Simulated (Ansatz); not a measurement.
Runs of Ansatz 0.2.0 on Mg. Symmetry: Im-3m, No. 229, cubic system. Conventional cell: a = 3.546 Å, b = 3.546 Å, c = 3.546 Å, α = 90.00°, β = 90.00°, γ = 90.00°. Mg (site symmetry m-3m) has 8 Mg at 3.07 Å as nearest neighbours. This isn't the form of Mg at room conditions, which is hcp.

| task | level | potentials or basis | spin | cell | k mesh | cutoff (eV) | smearing | basis error allowed | gap on the mesh (eV) | pressure (GPa) | moment (μB) |
| --- | --- | --- | --- | --- | --- | --- | --- | --- | --- | --- | --- |
| density of states | PBE-LDA | all-electron LAPW, point nuclei | off | as given | 11 × 11 × 11 | 118 | fermi-dirac 0.025 eV | 0.001 eV/atom | none | 2.0 | - |
| single point | PBE | all-electron LAPW, scalar-relativistic | off | as given | 7 × 7 × 7 | 98 | fermi-dirac 0.03 eV | 0.003 eV/atom | none | (a) | - |
| relaxation of cell and atoms | PBE+D4 | all-electron LAPW, scalar-relativistic | off | relaxed from: cell strained at random at fixed volume | 11 × 11 × 11 | - | gaussian 0.05 eV | 0.0005 eV/atom | - | 0.0 | - |
| single point | RPBE+D4 | all-electron LAPW, scalar-relativistic | non-collinear, ferromagnetic start | as given | 8 × 8 × 8 | 105 | fermi-dirac 0.01 eV | 0.002 eV/atom | none | -0.1 | 0.02 |
| single point | RPBE-LYP | all-electron LAPW, scalar-relativistic | non-collinear, ferromagnetic start | cell strained at random at fixed volume | 8 × 8 × 8 | 114 | fermi-dirac 0.01 eV | 0.002 eV/atom | none | 2.5 | 0.00 |

Fill in the values left out.

(a) 0.9.

Caveats: the k mesh is thin for a metal, which can move the energy by tens of meV per atom (some runs); the starting moments weren't kept (some runs); pairwise dispersion overbinds metals, which lowers pressure and volume (some runs).

A gap of «none» marks a metal or a gap under the smearing width.
